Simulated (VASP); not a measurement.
Input of a VASP 6.6.1 run:

File INCAR:

```
PREC     = Accurate       # precision mode
ENCUT    = 520            # plane-wave cutoff, eV
EDIFF    = 1E-7           # SCF threshold, eV
ISMEAR   = 0              # smearing method
SIGMA    = 0.1            # smearing width, eV
LREAL    = F              # projectors in reciprocal space
LASPH    = T              # aspherical terms in the spheres
NELM     = 150            # most SCF steps
ALGO     = Fast           # electronic algorithm
ISIF     = 2              # what is computed and relaxed
LWAVE    = F              # write WAVECAR
LCHARG   = F              # write CHGCAR
ISPIN    = 2              # spin polarisation
MAGMOM   = 0 0 0 0.83     # initial moments
LORBIT   = 11             # projections on sites
LMAXMIX  = 4              # l up to which the mixer works
GGA      = PE             # functional
NBANDS   = 20             # bands
```

File KPOINTS:

```
Automatic mesh
0
Gamma
  16 16 16
```

File POSCAR:

```
MoH3
1.0
    2.9167082091      0.0000000000      0.0000000000
    0.0000000000      2.9167082091      0.0000000000
    0.0000000000      0.0000000000      2.9167082091
H Mo
3 1
Direct
    0.0000000000      0.5000000000      0.0000000000
    0.5000000000      0.0000000000      0.0000000000
    0.0000000000      0.0000000000      0.5000000000
    0.5000000000      0.5000000000      0.5000000000
```

Potentials or basis: VASP PAW PBE potentials, release 64 (H, Mo_sv).

Launch:

```sh
$ cat potpaw_PBE.64/H/POTCAR potpaw_PBE.64/Mo_sv/POTCAR > POTCAR
$ mpirun -np 1 vasp_std > vasp.out
```

Task: What does it give for the band gap on the k mesh?

Result: None (metal or under the smearing width).

Task: What does it give for the pressure?

Result: 0.0 GPa.

Task: Estimate the net moment.

Result: 1.00 μB per cell.

Task: Estimate the site moments.

Result: H -0.01; Mo +0.92 μB.
